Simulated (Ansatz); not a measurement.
## MgS: do energies and stresses tell the same story?

Level of theory: DFT PBEsol, scalar-relativistic, plane waves, PAW in Ansatz.

Settings: cutoff 420 eV, Γ-centred mesh 8×8×8 on the computed 2-atom cell, Gaussian smearing of 0.02 eV; no spin polarisation.

Relaxed cell: Fm-3m, a = 5.182 Å, b = 5.182 Å, c = 5.182 Å, α = 90.00°, β = 90.00°, γ = 90.00°, 2 atoms in the primitive cell.

Energies at zero smearing and pressures from the stress tensor, at volumes with shape and atoms relaxed:
```
V (Å³/atom) E − E(first) (meV/atom) P (GPa)
     15.307                     0.00    12.95
     15.828                   -35.46     8.93
     16.350                   -58.79     5.49
     16.872                   -71.72     2.53
     17.394                   -75.75     0.00
     17.916                   -72.13    -2.17
     18.438                   -61.94    -4.04
     19.133                   -39.71    -6.13
```

Problem. Check P = −dE/dV between neighbouring volumes, and get the bulk modulus from the pressures alone.

Solution. With 1 eV/Å³ = 160.2 GPa:
```json
{"middle V (Å³/atom)": "15.568", "−ΔE/ΔV (GPa)": "10.888", "mean P (GPa)": "10.940"}
{"middle V (Å³/atom)": "16.089", "−ΔE/ΔV (GPa)": "7.162", "mean P (GPa)": "7.207"}
{"middle V (Å³/atom)": "16.611", "−ΔE/ΔV (GPa)": "3.972", "mean P (GPa)": "4.010"}
{"middle V (Å³/atom)": "17.133", "−ΔE/ΔV (GPa)": "1.237", "mean P (GPa)": "1.269"}
{"middle V (Å³/atom)": "17.655", "−ΔE/ΔV (GPa)": "-1.112", "mean P (GPa)": "-1.084"}
{"middle V (Å³/atom)": "18.177", "−ΔE/ΔV (GPa)": "-3.129", "mean P (GPa)": "-3.105"}
{"middle V (Å³/atom)": "18.785", "−ΔE/ΔV (GPa)": "-5.119", "mean P (GPa)": "-5.083"}
```

The two differ by 0.05 GPa at most. The mean of two end pressures misses the average over a step by about ΔV² P″/12, up to 0.05 GPa here; with that taken off 0.00 GPa remains. Around V = 17.394 Å³/atom, the two neighbours give B = −V ΔP/ΔV = 17.394 × 4.71 / 1.044 = 78.4 GPa, against B0 = 78.1 GPa from the Birch–Murnaghan fit of the energies.